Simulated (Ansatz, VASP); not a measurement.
One calculation of SiC, two programs

The input INCAR:

```
SYSTEM = SiC
PREC = Accurate ; ENCUT = 520
EDIFF = 1E-6 ; ISMEAR = 0
SIGMA = 0.02 ; LREAL = .FALSE.
LASPH = .TRUE. ; NELM = 60
ALGO = Normal ; ISIF = 2
LWAVE = .FALSE. ; LCHARG = .FALSE.
GGA = PE ; NBANDS = 11
```

The input KPOINTS:

```
regular mesh
0
G
  10 10 10
  0 0 0
```

The input POSCAR:

```
SiC
1.0
    0.0000000000      2.2114417566      2.2114417566
    2.2114417566      0.0000000000      2.2114417566
    2.2114417566      2.2114417566      0.0000000000
Si C
1 1
Direct
    0.7500000000      0.7500000000      0.7500000000
    0.0000000000      0.0000000000      0.0000000000
```

Input for Ansatz:

```yaml
crystal:
  lattice:
    - [0.0, 2.2114417566, 2.2114417566]
    - [2.2114417566, 0.0, 2.2114417566]
    - [2.2114417566, 2.2114417566, 0.0]
  atoms:
    - { symbol: Si, position: [0.75, 0.75, 0.75] }
    - { symbol: C, position: [0.0, 0.0, 0.0] }
basis:
  ecutwfc: 420
kpoints:
  mp_grid: { grid: [10, 10, 10] }
hamiltonian:
  xc: pbe
scf:
  occupations: { method: gaussian, width: 0.02 }
output:
  forces: true
  stress: true
  eigenvalues: true
```

Alike in both runs: task single point; functional PBE; k mesh 10 × 10 × 10; occupations gaussian, width 0.02 eV; no spin polarisation.

|  | VASP | Ansatz |
| --- | --- | --- |
| version | VASP 6.6.1 | Ansatz 0.2.0 |
| potentials or method | VASP PAW PBE potentials, release 64 (Si, C) | scalar-relativistic, plane waves, PAW |
| plane-wave cutoff (eV) | 520 | 420 |
| valence electrons in the cell | 8 | 8 |

```tsv
	VASP	Ansatz	Ansatz less VASP
gap on the k mesh at the Fermi level (eV)	1.40	1.40	+0.002
least direct gap on the mesh (eV)	4.50	4.50	+0.003
pressure (GPa)	-5.9	-5.9	+0.04
```

With one functional, cell and mesh, what is left measures potentials, basis and numerics.

A k mesh can miss the band edges. As with any semilocal functional, this PBE gap is likely too small.
